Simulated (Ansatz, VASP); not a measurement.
## AlNi: VASP beside Ansatz

```
Al Ni
1.0
     2.08197   -2.08199    0.00000
     2.08197    2.08199    0.00000
     0.00000    0.00000    2.82637
Al Ni
1 1
Direct
  0.00000 0.00000 0.00000
  0.50000 0.50000 0.50000
```

Change from the starting cell: strain +0.030 along x and y, -0.015 along z, atoms carried along.

Alike in both runs: task single point; functional PBEsol; k mesh 20 × 20 × 20; occupations gaussian, width 0.15 eV; no spin polarisation.

|  | VASP | Ansatz |
| --- | --- | --- |
| version | VASP 6.6.1 | Ansatz 0.2.0 |
| potentials or method | VASP PAW PBE potentials, release 64 (Al, Ni) | scalar-relativistic, plane waves, PAW |
| plane-wave cutoff (eV) | 520 | 420 |
| valence electrons in the cell | 13 | 21 |

VASP gave:

| Property | Result |
| --- | --- |
| gap on the k mesh at the Fermi level (eV) | none |
| pressure (GPa) | -6.7 |
| largest component of the traceless stress (GPa) | 2.13 |

Task: What did Ansatz give for the same quantities?

Result: gap on the k mesh at the Fermi level (eV): none; pressure (GPa): -6.8; largest component of the traceless stress (GPa): 2.08.

A gap of «none» marks a metal or a gap that the smearing closes. The two sets of potentials don't hold the same shells in valence. Ansatz warned: «near_symmetry_operations_not_taken».

Caveats: the PAW data sets were made with another functional, which shifts forces and pressure a little (VASP). Spin polarisation is off, so any magnetic state and its effect on volume and gap are missing.
